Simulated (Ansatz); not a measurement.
CdS (P6_3mc) at 3 levels of theory

One geometry, relaxed with PBE; plane waves with PAW potentials in Ansatz, scalar-relativistic. No spin polarisation. Gaps are the least over mesh and band path; pressure is positive in compression, and isn't given for hybrids.

Space group P6_3mc (No. 186). a = 4.197 Å, b = 4.197 Å, c = 6.828 Å, α = 90.00°, β = 90.00°, γ = 120.00°
| atom | site | symmetry | x | y | z |
| --- | --- | --- | --- | --- | --- |
| Cd | 2b | 3m. | 0.3333 | 0.6667 | 0.0042 |
| S | 2b | 3m. | 0.3333 | 0.6667 | 0.3808 |

```csv
level,cutoff (eV),k mesh,gap (eV),pressure (GPa)
PBE,420,12×12×4,1.11,0.0
HSE06,420,6×6×4,2.12,-
PBEsol,420,12×12×4,0.98,-2.9
```

It was relaxed from a cell as deposited in COD.
